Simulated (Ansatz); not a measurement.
Born–Oppenheimer molecular dynamics of a periodic cell of 16 atoms, WC (start crystal WC, start structure P-6m2, volume 1.05 times the crystal's). It goes on from the last frame of an earlier run, with new velocities.

Theory: DFT PBE, scalar-relativistic, plane waves, PAW in Ansatz. Settings: accuracy low, PAW set soft_1, cutoff 420 eV, k mesh 3x3x3, fermi-dirac smearing 0.17 eV, no spin polarisation.

* ensemble: NPT, Langevin
* time step: 1.5 fs
* steps asked: 150
* set temperature: 1400 K
* friction: 0.01 /fs
* pressure: 10 GPa
* seed: 194990

Frames 1.5 fs apart, positions in Å, forces in eV/Å.

Velocities at 75.0 fs (Å/ps):

```
W -1.54 -1.30 5.22
C 13.85 5.84 -14.67
W -1.31 1.68 -3.21
C 0.71 9.31 -17.42
W -1.83 0.15 -4.97
C -18.65 6.09 11.40
W -0.99 3.68 0.44
C 2.74 -0.32 -9.57
W -0.92 -5.07 1.04
C 0.45 -10.42 17.32
W 2.98 2.23 -2.35
C -4.20 8.03 -12.55
W -5.49 -1.18 0.73
C -5.52 6.38 -7.74
W -1.01 -2.62 -4.22
C 10.65 8.84 -1.77
```

```xyz
16
Lattice="-2.8664 -4.9648 0.0000 4.3369 -2.5039 0.0000 0.0000 0.0000 5.7679" Properties=species:S:1:pos:R:3:forces:R:3 time_fs=75.0 energy_less_start_eV=-0.541 T=1621
W -0.127 -4.758 0.085 -0.95 -2.13 -1.21
C 1.204 -4.149 1.429 3.18 2.36 1.67
W -0.092 -4.869 2.974 -0.33 0.79 -0.55
C 1.320 -3.934 4.421 0.45 -1.61 -0.15
W -1.512 -2.280 -0.007 -2.14 -2.13 2.59
C 0.135 -1.466 1.515 -4.09 -0.68 -0.03
W -1.556 -2.368 2.961 -0.43 0.09 -1.53
C -0.218 -1.539 4.287 2.75 0.46 1.24
W 1.376 -2.268 0.095 -1.78 -2.95 -2.78
C 2.509 -1.487 1.518 5.34 0.74 -0.23
W 1.419 -2.401 2.967 -3.34 -0.21 -0.47
C 2.797 -1.607 4.253 0.45 1.34 2.28
W -0.187 0.078 0.033 1.52 2.36 0.36
C -1.704 -4.028 1.554 3.41 1.63 -2.51
W 0.005 0.117 2.908 -4.53 -0.48 1.99
C -1.581 -4.019 4.436 0.47 0.42 -0.69
16
Lattice="-2.8676 -4.9668 0.0000 4.3417 -2.5067 0.0000 0.0000 0.0000 5.7742" Properties=species:S:1:pos:R:3:forces:R:3 time_fs=76.5 energy_less_start_eV=-0.716 T=1769
W -0.128 -4.763 0.093 -0.87 -2.03 -1.44
C 1.232 -4.141 1.410 2.65 2.15 1.82
W -0.093 -4.869 2.972 -0.16 0.99 -0.62
C 1.325 -3.925 4.400 0.41 -1.88 0.34
W -1.516 -2.281 -0.014 -2.03 -2.00 2.58
C 0.104 -1.459 1.534 -3.49 -1.11 -0.59
W -1.558 -2.362 2.964 -0.35 -0.03 -1.68
C -0.210 -1.540 4.280 2.62 0.51 1.47
W 1.376 -2.278 0.096 -1.83 -2.42 -2.49
C 2.518 -1.505 1.544 5.31 0.97 -0.99
W 1.425 -2.399 2.967 -3.82 -0.23 -0.42
C 2.793 -1.594 4.241 0.67 1.13 2.66
W -0.195 0.077 0.034 1.72 2.41 0.16
C -1.710 -4.018 1.540 3.35 1.40 -2.26
W 0.003 0.113 2.906 -4.37 0.04 2.16
C -1.566 -4.005 4.439 0.19 0.08 -0.72
16
Lattice="-2.8688 -4.9689 0.0000 4.3465 -2.5095 0.0000 0.0000 0.0000 5.7800" Properties=species:S:1:pos:R:3:forces:R:3 time_fs=78.0 energy_less_start_eV=-0.920 T=1910
W -0.130 -4.769 0.101 -0.71 -1.87 -1.61
C 1.266 -4.130 1.394 1.97 1.89 1.90
W -0.093 -4.869 2.971 0.00 1.18 -0.67
C 1.331 -3.916 4.380 0.37 -2.08 0.78
W -1.519 -2.282 -0.021 -1.88 -1.83 2.59
C 0.066 -1.452 1.550 -2.81 -1.51 -1.06
W -1.561 -2.357 2.968 -0.22 -0.14 -1.80
C -0.198 -1.540 4.273 2.42 0.54 1.66
W 1.376 -2.287 0.097 -1.81 -1.89 -2.21
C 2.536 -1.523 1.567 5.12 1.14 -1.66
W 1.433 -2.398 2.966 -4.24 -0.18 -0.42
C 2.788 -1.580 4.232 0.87 0.90 2.95
W -0.204 0.077 0.035 1.93 2.48 0.01
C -1.712 -4.007 1.523 3.20 1.11 -1.91
W 0.000 0.110 2.904 -4.13 0.60 2.26
C -1.550 -3.986 4.445 -0.07 -0.33 -0.81
16
Lattice="-2.8701 -4.9711 0.0000 4.3510 -2.5120 0.0000 0.0000 0.0000 5.7856" Properties=species:S:1:pos:R:3:forces:R:3 time_fs=79.5 energy_less_start_eV=-1.120 T=1852
W -0.132 -4.774 0.109 -0.47 -1.67 -1.75
C 1.303 -4.116 1.381 1.23 1.60 1.91
W -0.093 -4.869 2.970 0.16 1.35 -0.69
C 1.339 -3.910 4.363 0.30 -2.23 1.14
W -1.522 -2.284 -0.028 -1.68 -1.65 2.61
C 0.024 -1.445 1.562 -2.09 -1.87 -1.43
W -1.564 -2.352 2.972 -0.07 -0.23 -1.94
C -0.183 -1.539 4.267 2.17 0.54 1.84
W 1.374 -2.297 0.096 -1.69 -1.40 -1.95
C 2.565 -1.539 1.585 4.72 1.22 -2.19
W 1.439 -2.397 2.965 -4.52 -0.05 -0.49
C 2.785 -1.565 4.226 1.01 0.64 3.18
W -0.213 0.077 0.035 2.12 2.55 -0.11
C -1.709 -3.997 1.505 2.98 0.81 -1.52
W -0.003 0.107 2.902 -3.86 1.12 2.27
C -1.534 -3.969 4.449 -0.29 -0.72 -0.89
16
Lattice="-2.8715 -4.9736 0.0000 4.3556 -2.5147 0.0000 0.0000 0.0000 5.7907" Properties=species:S:1:pos:R:3:forces:R:3 time_fs=81.0 energy_less_start_eV=-1.307 T=1862
W -0.135 -4.780 0.117 -0.19 -1.46 -1.87
C 1.342 -4.099 1.372 0.46 1.26 1.90
W -0.093 -4.869 2.969 0.34 1.50 -0.69
C 1.349 -3.905 4.347 0.18 -2.34 1.44
W -1.525 -2.286 -0.035 -1.46 -1.45 2.61
C -0.019 -1.440 1.571 -1.39 -2.15 -1.71
W -1.567 -2.347 2.976 0.09 -0.30 -2.08
C -0.166 -1.537 4.261 1.89 0.49 2.00
W 1.372 -2.306 0.095 -1.46 -0.93 -1.74
C 2.603 -1.555 1.600 4.14 1.24 -2.58
W 1.446 -2.396 2.964 -4.63 0.14 -0.57
C 2.787 -1.548 4.224 1.04 0.35 3.30
W -0.221 0.077 0.036 2.28 2.62 -0.19
C -1.702 -3.984 1.485 2.67 0.46 -1.07
W -0.006 0.104 2.902 -3.52 1.62 2.17
C -1.520 -3.956 4.451 -0.45 -1.04 -0.91
16
Lattice="-2.8731 -4.9763 0.0000 4.3605 -2.5175 0.0000 0.0000 0.0000 5.7948" Properties=species:S:1:pos:R:3:forces:R:3 time_fs=82.5 energy_less_start_eV=-1.487 T=1839
W -0.137 -4.786 0.124 0.10 -1.27 -1.98
C 1.380 -4.080 1.365 -0.26 0.92 1.89
W -0.093 -4.869 2.968 0.53 1.60 -0.67
C 1.359 -3.901 4.335 0.07 -2.37 1.63
W -1.528 -2.288 -0.041 -1.22 -1.25 2.59
C -0.064 -1.437 1.575 -0.69 -2.33 -1.86
W -1.570 -2.344 2.980 0.26 -0.33 -2.14
C -0.146 -1.531 4.258 1.52 0.34 2.06
W 1.368 -2.316 0.095 -1.18 -0.49 -1.61
C 2.648 -1.569 1.609 3.37 1.22 -2.76
W 1.452 -2.394 2.961 -4.54 0.38 -0.64
C 2.792 -1.530 4.226 0.97 0.04 3.29
W -0.227 0.078 0.037 2.45 2.71 -0.27
C -1.691 -3.972 1.467 2.31 0.09 -0.65
W -0.010 0.101 2.903 -3.14 2.06 2.04
C -1.509 -3.945 4.452 -0.54 -1.32 -0.93
16
Lattice="-2.8751 -4.9798 0.0000 4.3652 -2.5202 0.0000 0.0000 0.0000 5.7978" Properties=species:S:1:pos:R:3:forces:R:3 time_fs=84.0 energy_less_start_eV=-1.665 T=1816
W -0.139 -4.792 0.130 0.37 -1.10 -2.11
C 1.416 -4.060 1.361 -0.91 0.58 1.90
W -0.094 -4.868 2.965 0.71 1.59 -0.60
C 1.369 -3.901 4.328 -0.06 -2.30 1.68
W -1.532 -2.291 -0.046 -1.00 -1.08 2.59
C -0.110 -1.438 1.573 -0.01 -2.34 -1.84
W -1.573 -2.341 2.983 0.44 -0.33 -2.16
C -0.121 -1.523 4.260 1.06 0.14 1.99
W 1.364 -2.325 0.095 -0.87 -0.10 -1.57
C 2.702 -1.580 1.613 2.41 1.18 -2.72
W 1.457 -2.393 2.958 -4.25 0.63 -0.70
C 2.800 -1.515 4.234 0.84 -0.22 3.14
W -0.233 0.078 0.038 2.65 2.78 -0.33
C -1.677 -3.962 1.450 1.94 -0.23 -0.25
W -0.014 0.098 2.902 -2.73 2.33 1.91
C -1.501 -3.937 4.452 -0.60 -1.54 -0.95
16
Lattice="-2.8778 -4.9844 0.0000 4.3697 -2.5228 0.0000 0.0000 0.0000 5.7990" Properties=species:S:1:pos:R:3:forces:R:3 time_fs=85.5 energy_less_start_eV=-1.795 T=1996
W -0.140 -4.798 0.136 0.65 -0.96 -2.27
C 1.451 -4.041 1.359 -1.50 0.24 1.93
W -0.095 -4.867 2.962 0.89 1.49 -0.48
C 1.381 -3.902 4.323 -0.24 -2.19 1.66
W -1.536 -2.295 -0.052 -0.80 -0.91 2.60
C -0.153 -1.445 1.565 0.64 -2.18 -1.70
W -1.576 -2.339 2.985 0.65 -0.32 -2.19
C -0.097 -1.516 4.269 0.59 -0.04 1.78
W 1.359 -2.333 0.095 -0.54 0.26 -1.57
C 2.759 -1.593 1.612 1.34 1.24 -2.54
W 1.462 -2.393 2.953 -3.85 0.86 -0.68
C 2.808 -1.502 4.246 0.67 -0.42 2.86
W -0.238 0.080 0.038 2.87 2.81 -0.39
C -1.658 -3.951 1.433 1.51 -0.56 0.17
W -0.018 0.097 2.901 -2.28 2.40 1.80
C -1.498 -3.932 4.450 -0.61 -1.73 -0.96
16
Lattice="-2.8810 -4.9900 0.0000 4.3737 -2.5252 0.0000 0.0000 0.0000 5.7983" Properties=species:S:1:pos:R:3:forces:R:3 time_fs=87.0 energy_less_start_eV=-1.849 T=2194
W -0.142 -4.806 0.142 0.89 -0.84 -2.47
C 1.481 -4.022 1.360 -1.99 -0.10 1.93
W -0.097 -4.866 2.956 1.03 1.34 -0.31
C 1.390 -3.908 4.320 -0.43 -1.98 1.56
W -1.540 -2.300 -0.057 -0.64 -0.70 2.62
C -0.197 -1.457 1.557 1.31 -1.87 -1.53
W -1.581 -2.337 2.987 0.85 -0.34 -2.18
C -0.070 -1.508 4.283 0.10 -0.23 1.44
W 1.353 -2.343 0.095 -0.20 0.58 -1.60
C 2.821 -1.608 1.604 0.14 1.40 -2.22
W 1.465 -2.392 2.946 -3.40 1.05 -0.58
C 2.815 -1.491 4.261 0.50 -0.58 2.47
W -0.242 0.082 0.039 3.11 2.78 -0.49
C -1.638 -3.939 1.418 1.08 -0.92 0.57
W -0.022 0.097 2.899 -1.78 2.33 1.77
C -1.498 -3.928 4.446 -0.58 -1.91 -0.98
16
Lattice="-2.8847 -4.9965 0.0000 4.3775 -2.5273 0.0000 0.0000 0.0000 5.7970" Properties=species:S:1:pos:R:3:forces:R:3 time_fs=88.5 energy_less_start_eV=-1.793 T=2180
W -0.144 -4.815 0.150 1.12 -0.73 -2.71
C 1.506 -4.004 1.366 -2.36 -0.44 1.89
W -0.099 -4.866 2.950 1.13 1.15 -0.10
C 1.396 -3.919 4.319 -0.59 -1.67 1.41
W -1.544 -2.306 -0.061 -0.52 -0.52 2.59
C -0.243 -1.471 1.547 2.00 -1.50 -1.33
W -1.587 -2.336 2.989 1.01 -0.39 -2.12
C -0.043 -1.499 4.302 -0.41 -0.44 1.02
W 1.347 -2.352 0.094 0.09 0.85 -1.64
C 2.883 -1.621 1.591 -1.14 1.65 -1.78
W 1.468 -2.391 2.939 -2.94 1.15 -0.39
C 2.821 -1.484 4.282 0.34 -0.67 2.00
W -0.246 0.084 0.040 3.42 2.67 -0.65
C -1.618 -3.927 1.404 0.65 -1.26 0.94
W -0.028 0.097 2.896 -1.25 2.17 1.83
C -1.498 -3.928 4.440 -0.56 -2.02 -0.96
16
Lattice="-2.8886 -5.0032 0.0000 4.3816 -2.5297 0.0000 0.0000 0.0000 5.7962" Properties=species:S:1:pos:R:3:forces:R:3 time_fs=90.0 energy_less_start_eV=-1.612 T=2091
W -0.146 -4.824 0.159 1.34 -0.66 -3.00
C 1.525 -3.989 1.374 -2.62 -0.74 1.83
W -0.101 -4.867 2.944 1.22 0.96 0.12
C 1.401 -3.933 4.323 -0.74 -1.32 1.20
W -1.550 -2.312 -0.064 -0.42 -0.40 2.50
C -0.283 -1.486 1.535 2.63 -1.08 -1.07
W -1.592 -2.335 2.991 1.14 -0.46 -2.08
C -0.016 -1.492 4.324 -0.90 -0.60 0.55
W 1.341 -2.361 0.094 0.35 1.07 -1.65
C 2.943 -1.633 1.576 -2.39 1.98 -1.29
W 1.470 -2.390 2.932 -2.53 1.14 -0.13
C 2.827 -1.480 4.309 0.20 -0.70 1.46
W -0.249 0.088 0.041 3.78 2.45 -0.87
C -1.595 -3.915 1.389 0.20 -1.56 1.34
W -0.033 0.097 2.893 -0.74 1.93 1.94
C -1.498 -3.933 4.430 -0.54 -2.01 -0.86
16
Lattice="-2.8923 -5.0096 0.0000 4.3851 -2.5317 0.0000 0.0000 0.0000 5.7954" Properties=species:S:1:pos:R:3:forces:R:3 time_fs=91.5 energy_less_start_eV=-1.326 T=1972
W -0.147 -4.833 0.168 1.55 -0.62 -3.29
C 1.538 -3.976 1.384 -2.80 -1.00 1.75
W -0.102 -4.869 2.938 1.30 0.79 0.38
C 1.404 -3.946 4.332 -0.88 -1.01 0.92
W -1.556 -2.318 -0.068 -0.34 -0.34 2.42
C -0.318 -1.504 1.520 3.16 -0.64 -0.78
W -1.598 -2.334 2.993 1.23 -0.54 -2.06
C 0.008 -1.489 4.348 -1.33 -0.69 0.07
W 1.335 -2.370 0.093 0.59 1.25 -1.62
C 2.998 -1.642 1.558 -3.52 2.33 -0.74
W 1.471 -2.387 2.926 -2.18 1.06 0.15
C 2.832 -1.479 4.338 0.05 -0.68 0.89
W -0.251 0.093 0.041 4.21 2.14 -1.13
C -1.571 -3.904 1.377 -0.23 -1.80 1.71
W -0.038 0.097 2.892 -0.27 1.63 2.07
C -1.497 -3.943 4.417 -0.54 -1.88 -0.73
```

Of the whole run (225 fs, mean temperature of the second half 1516 K): The conserved energy stayed within 0.78 meV per atom of its start (net change 0.076 meV per atom), so the integration is sound. A run of 0.23 ps of so small a system gives no equilibrium averages. Limits of this set-up: coarse k mesh, low accuracy level. The cell's volume went from 174 to 168 Å³.

The run took 22 min on 2 threads of Arm Neoverse V2 (shared host), peak memory 0.83 GiB.
